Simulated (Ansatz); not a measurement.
## SnSe, one cell by several methods

```
CELL_PARAMETERS angstrom
2.13533 -6.02403 0.00000
2.13533 6.02403 0.00000
0.00000 0.00000 4.25994
ATOMIC_POSITIONS crystal
Sn 0.12871 0.87129 0.75000
Sn 0.87129 0.12871 0.25000
Se 0.35327 0.64673 0.75000
Se 0.64673 0.35327 0.25000
```

Atom numbers follow the list: Sn1, Sn2, Se3, Se4.

Conventional cell: a = 4.271 Å, b = 12.048 Å, c = 4.260 Å, α = 90.00°, β = 90.00°, γ = 90.00°. Around Sn (atom 1) lie 5 Se at 2.71 to 3.02 Å. Se (atom 3) has 5 Sn at 2.71 to 3.02 Å as nearest neighbours.

Structure from Materials Project entry mp-2168 (possibly hypothetical), not relaxed further.

No spin–orbit coupling, which matters for the heavy atoms here.

All numbers are computed: DFT, PBEsol, PAW with Ansatz's default frozen-core files, scalar-relativistic (Ansatz 0.2.0); DFT, PBEsol, all-electron PAW with datasets made for the crystal, scalar-relativistic (Ansatz 0.2.0); DFT, PBEsol, all-electron LAPW, scalar-relativistic (Ansatz 0.2.0).

For PAW: a Γ-centred 6×6×6 k mesh, Fermi–Dirac smearing of 0.03 eV, cutoff 420 eV, no spin polarisation; the PAW files were made with PBE, and the program remakes their frozen cores for this functional. The crystal-made all-electron datasets (AE datasets) take a cutoff of 240 eV at this cell. LAPW targets a basis error of 1 meV/atom. The Ansatz runs share mesh, smearing and spin set-up. Plane-wave (PAW) pressures include the program's estimate of the Pulay term.

Stress and pressure are positive in compression.

Levels count from the top of the valence band.

| quantity | PAW | AE datasets | LAPW |
| --- | --- | --- | --- |
| pressure (GPa) | -1.74 | -1.74 | -1.74 |
| stress xx (GPa) | -1.95 | -1.95 | -1.95 |
| stress yy (GPa) | -1.39 | -1.39 | -1.39 |
| stress zz (GPa) | -1.88 | -1.88 | -1.87 |
| force on Sn1, y (eV/Å) | 0.049 | 0.049 | 0.048 |
| force on Se3, y (eV/Å) | -0.122 | -0.121 | -0.121 |
| band gap (eV) | 0.180 | 0.180 | 0.180 |
| highest filled level at Y (eV) | -0.625 | -0.626 | -0.626 |
| lowest empty level at Y (eV) | 0.180 | 0.180 | 0.180 |
| highest filled level at Z (eV) | -0.383 | -0.383 | -0.383 |
| lowest empty level at Z (eV) | 0.803 | 0.802 | 0.802 |
| highest filled level at Γ (eV) | -0.597 | -0.598 | -0.598 |
| lowest empty level at Γ (eV) | 3.365 | 3.364 | 3.364 |

PAW's pressure differs from the LAPW value by about 0.01 GPa or less.
